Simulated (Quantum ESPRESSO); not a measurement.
A run of Quantum ESPRESSO 7.5 is set up as follows.

File pw.in:

```
&CONTROL
  calculation = 'scf'
  prefix = 'pwscf'
  outdir = './tmp'
  pseudo_dir = './pseudo'
  tprnfor = .true.
  tstress = .true.
  disk_io = 'low'
/
&SYSTEM
  ibrav = 0
  nat = 2
  ntyp = 2
  ecutwfc = 70
  nbnd = 15
  occupations = 'smearing'
  smearing = 'fd'
  degauss = 0.00367493
/
&ELECTRONS
  conv_thr = 4d-10
  electron_maxstep = 120
  mixing_beta = 0.5
/
ATOMIC_SPECIES
In   114.8180 In.upf
P     30.9738 P.upf
CELL_PARAMETERS bohr
   0.0000000000    5.5378424082    5.5378424082
   5.5378424082    0.0000000000    5.5378424082
   5.5378424082    5.5378424082    0.0000000000
ATOMIC_POSITIONS bohr
In     0.0000000000    0.0000000000    0.0000000000
P      8.3067636123    8.3067636123    8.3067636123
K_POINTS automatic
8 8 8 0 0 0
```

pp_density.in

```
&INPUTPP
  prefix = 'pwscf'
  outdir = './tmp'
  filplot = 'density.dat'
  plot_num = 0
/
&PLOT
  nfile = 1
  filepp(1) = 'density.dat'
  iflag = 3
  output_format = 6
  fileout = 'density.cube'
/
```

pp_potential.in

```
&INPUTPP
  prefix = 'pwscf'
  outdir = './tmp'
  filplot = 'potential.dat'
  plot_num = 11
/
&PLOT
  nfile = 1
  filepp(1) = 'potential.dat'
  iflag = 3
  output_format = 6
  fileout = 'potential.cube'
/
```

File pp_elf.in:

```
&INPUTPP
  prefix = 'pwscf'
  outdir = './tmp'
  filplot = 'elf.dat'
  plot_num = 8
/
&PLOT
  nfile = 1
  filepp(1) = 'elf.dat'
  iflag = 3
  output_format = 6
  fileout = 'elf.cube'
/
```

Contents of bands.in:

```
&CONTROL
  calculation = 'bands'
  prefix = 'pwscf'
  outdir = './tmp'
  pseudo_dir = './pseudo'
  disk_io = 'low'
  verbosity = 'high'
/
&SYSTEM
  ibrav = 0
  nat = 2
  ntyp = 2
  ecutwfc = 70
  nbnd = 15
  occupations = 'smearing'
  smearing = 'fd'
  degauss = 0.00367493
/
&ELECTRONS
  conv_thr = 1d-08
  electron_maxstep = 120
  mixing_beta = 0.5
  diago_full_acc = .true.
  startingwfc = 'random'
/
ATOMIC_SPECIES
In   114.8180 In.upf
P     30.9738 P.upf
CELL_PARAMETERS bohr
   0.0000000000    5.5378424082    5.5378424082
   5.5378424082    0.0000000000    5.5378424082
   5.5378424082    5.5378424082    0.0000000000
ATOMIC_POSITIONS bohr
In     0.0000000000    0.0000000000    0.0000000000
P      8.3067636123    8.3067636123    8.3067636123
K_POINTS crystal
60
 0.0000000000  0.0000000000  0.0000000000 1
 0.0625000000  0.0000000000  0.0625000000 1
 0.1250000000  0.0000000000  0.1250000000 1
 0.1875000000  0.0000000000  0.1875000000 1
 0.2500000000  0.0000000000  0.2500000000 1
 0.3125000000  0.0000000000  0.3125000000 1
 0.3750000000  0.0000000000  0.3750000000 1
 0.4375000000  0.0000000000  0.4375000000 1
 0.5000000000  0.0000000000  0.5000000000 1
 0.5000000000  0.0625000000  0.5625000000 1
 0.5000000000  0.1250000000  0.6250000000 1
 0.5000000000  0.1875000000  0.6875000000 1
 0.5000000000  0.2500000000  0.7500000000 1
 0.4375000000  0.3125000000  0.7500000000 1
 0.3750000000  0.3750000000  0.7500000000 1
 0.3375000000  0.3375000000  0.6750000000 1
 0.3000000000  0.3000000000  0.6000000000 1
 0.2625000000  0.2625000000  0.5250000000 1
 0.2250000000  0.2250000000  0.4500000000 1
 0.1875000000  0.1875000000  0.3750000000 1
 0.1500000000  0.1500000000  0.3000000000 1
 0.1125000000  0.1125000000  0.2250000000 1
 0.0750000000  0.0750000000  0.1500000000 1
 0.0375000000  0.0375000000  0.0750000000 1
 0.0000000000  0.0000000000  0.0000000000 1
 0.0625000000  0.0625000000  0.0625000000 1
 0.1250000000  0.1250000000  0.1250000000 1
 0.1875000000  0.1875000000  0.1875000000 1
 0.2500000000  0.2500000000  0.2500000000 1
 0.3125000000  0.3125000000  0.3125000000 1
 0.3750000000  0.3750000000  0.3750000000 1
 0.4375000000  0.4375000000  0.4375000000 1
 0.5000000000  0.5000000000  0.5000000000 1
 0.5250000000  0.4500000000  0.5250000000 1
 0.5500000000  0.4000000000  0.5500000000 1
 0.5750000000  0.3500000000  0.5750000000 1
 0.6000000000  0.3000000000  0.6000000000 1
 0.6250000000  0.2500000000  0.6250000000 1
 0.5833333333  0.2500000000  0.6666666667 1
 0.5416666667  0.2500000000  0.7083333333 1
 0.5000000000  0.2500000000  0.7500000000 1
 0.5000000000  0.2857142857  0.7142857143 1
 0.5000000000  0.3214285714  0.6785714286 1
 0.5000000000  0.3571428571  0.6428571429 1
 0.5000000000  0.3928571429  0.6071428571 1
 0.5000000000  0.4285714286  0.5714285714 1
 0.5000000000  0.4642857143  0.5357142857 1
 0.5000000000  0.5000000000  0.5000000000 1
 0.4821428571  0.4821428571  0.5357142857 1
 0.4642857143  0.4642857143  0.5714285714 1
 0.4464285714  0.4464285714  0.6071428571 1
 0.4285714286  0.4285714286  0.6428571429 1
 0.4107142857  0.4107142857  0.6785714286 1
 0.3928571429  0.3928571429  0.7142857143 1
 0.3750000000  0.3750000000  0.7500000000 1
 0.6250000000  0.2500000000  0.6250000000 1
 0.5937500000  0.1875000000  0.5937500000 1
 0.5625000000  0.1250000000  0.5625000000 1
 0.5312500000  0.0625000000  0.5312500000 1
 0.5000000000  0.0000000000  0.5000000000 1
```

Potentials or basis: PseudoDojo 0.4.1 SR PBE standard.

The run is started by

```bash
$ OMP_NUM_THREADS=1 pw.x -in pw.in > pw.out
$ OMP_NUM_THREADS=1 pp.x -in pp_density.in > pp_density.out
$ OMP_NUM_THREADS=1 pp.x -in pp_potential.in > pp_potential.out
$ OMP_NUM_THREADS=1 pp.x -in pp_elf.in > pp_elf.out
$ OMP_NUM_THREADS=1 pw.x -in bands.in > bands.out
```

**Question.** Estimate the band gap along the path.

**Answer.** 0.71 eV, direct.

**Question.** What does it give for the pressure?

**Answer.** 3.4 GPa.

Levels at the corners of the path, in eV from the valence-band top:
| point | band 6 | band 7 | band 8 | band 9 | band 10 | band 11 | band 12 | band 13 |
| --- | --- | --- | --- | --- | --- | --- | --- | --- |
| Γ | -11.52 | 0.00 | 0.00 | 0.00 | 0.71 | 4.09 | 4.09 | 4.09 |
| X | -9.15 | -5.75 | -2.32 | -2.32 | 1.76 | 2.27 | 9.23 | 9.58 |
| W | -9.07 | -5.60 | -2.95 | -2.91 | 4.30 | 4.38 | 5.58 | 6.21 |
| K | -9.16 | -5.61 | -3.30 | -1.94 | 2.36 | 4.40 | 7.52 | 7.55 |
| Γ | -11.52 | 0.00 | 0.00 | 0.00 | 0.71 | 4.09 | 4.09 | 4.09 |
| L | -9.80 | -5.73 | -0.97 | -0.97 | 1.50 | 4.81 | 4.81 | 7.12 |
| U | -9.16 | -5.61 | -3.30 | -1.94 | 2.36 | 4.40 | 7.52 | 7.55 |
| W | -9.07 | -5.60 | -2.95 | -2.91 | 4.30 | 4.38 | 5.58 | 6.21 |
| L | -9.80 | -5.73 | -0.97 | -0.97 | 1.50 | 4.81 | 4.81 | 7.12 |
| K | -9.16 | -5.61 | -3.30 | -1.94 | 2.36 | 4.40 | 7.52 | 7.55 |
| U | -9.16 | -5.61 | -3.30 | -1.94 | 2.36 | 4.40 | 7.52 | 7.55 |
| X | -9.15 | -5.75 | -2.32 | -2.32 | 1.76 | 2.27 | 9.23 | 9.58 |

Caveat: spin-orbit coupling is left out, which moves the levels of the heavy elements.

**The experiment to reproduce.**

From a printed reference work, data compilation, for a bulk crystal of InP at 1.6 K: band gap 1.4236 eV (direct).

A measured gap of InP is 1.4236 eV (direct; 1.6 K; a printed reference work, data compilation); the calculated 0.71 eV misses it by -0.71 eV. Spin-orbit coupling on In is left out. The value is that of PBE, without temperature or zero-point motion. Semilocal functionals fall short of measured gaps as a rule.
